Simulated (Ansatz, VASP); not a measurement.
KF in VASP and in Ansatz

```xyz
2
Lattice="3.0832 0.0000 0.0000 0.0000 3.0832 0.0000 0.0000 0.0000 3.0678" Properties=species:S:1:pos:R:3 pbc="T T T"
K     0.0000    0.0000    0.0000
F     1.5416    1.5416    1.5339
```

Change from the starting cell: z stretched by -0.5 %, x and y held.

Alike in both runs: task single point; functional LDA; k mesh 8 × 8 × 8; no spin polarisation.

|  | VASP | Ansatz |
| --- | --- | --- |
| version | VASP 6.6.1 | Ansatz 0.2.0 |
| potentials or method | VASP PAW LDA potentials, release 64 (K_sv, F), cutoff 520 eV | all-electron LAPW, scalar-relativistic |
| occupations | gaussian, width 0.01 eV | fixed |

```csv
,VASP,Ansatz,Ansatz less VASP
gap on the k mesh at the Fermi level (eV),7.24,7.24,+0.006
pressure (GPa),0.6,0.3,-0.35
largest component of the traceless stress (GPa),0.34,0.33,-0.003
```

Ansatz ran all-electron here, so the differences hold the error of VASP's frozen core and of both bases.

A k mesh can miss the band edges.
